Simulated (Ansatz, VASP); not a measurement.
Mo in VASP and in Ansatz

```
Mo
1.0
    -1.58849    1.58849    1.58849
     1.58849   -1.58849    1.58849
     1.58849    1.58849   -1.58849
Mo
1
Direct
  0.00000 0.00000 0.00000
```

Alike in both runs: task single point; functional RPBE; k mesh 14 × 14 × 14; occupations fermi-dirac, width 0.1 eV; non-collinear spin, spin-orbit coupling.

```csv
,VASP,Ansatz
version,VASP 6.6.1,Ansatz 0.2.0
potentials or method,"VASP PAW PBE potentials, release 64 (Mo_sv)","plane waves (420 eV) with PAW, fully relativistic with spin-orbit coupling"
plane-wave cutoff (eV),520,420
valence electrons in the cell,14,14
```

|  | VASP | Ansatz | Ansatz less VASP |
| --- | --- | --- | --- |
| net moment per atom (μB) | 0.00 | 0.00 | 0.000 |
